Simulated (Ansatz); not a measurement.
Runs of Ansatz 0.2.0 on Ge. The structure is cubic, space group Fd-3m (No. 227). The conventional cell has a = 5.658 Å, b = 5.658 Å, c = 5.658 Å, α = 90.00°, β = 90.00°, γ = 90.00°. Ge (site symmetry -43m) has 4 Ge at 2.45 Å as nearest neighbours. 

```tsv
task	potentials or basis	cell	cutoff (eV)	target pressure (GPa)	gap on the mesh (eV)	pressure (GPa)
relaxation of cell and atoms	Ansatz PAW	relaxed to 20 GPa	420	20	(a)	20.0
relaxation of cell and atoms	Ansatz PAW	relaxed to 5 GPa	420	5	(b)	5.0
relaxation of cell and atoms	Ansatz PAW	relaxed to 30 GPa	420	30	0.22	30.0
relaxation of cell and atoms	Ansatz PAW	relaxed	420	0	none	0.0
relaxation of cell and atoms	Ansatz PAW	relaxed to 10 GPa	420	10	0.41	10.0
```

Alike in all rows: level PBE; no spin polarisation; k mesh 8 × 8 × 8; smearing fermi-dirac 0.05 eV.

Question: Estimate the missing entries.

Answer: (a) 0.34; (b) 0.19.

Caveats: the plane-wave basis is chosen anew once the cell has moved, so the energies of steps on either side of that aren't comparable.

A k mesh can miss the band edges, and the runs leave out spin-orbit coupling on Ge.

A gap of «none» marks a metal or a gap under the smearing width.
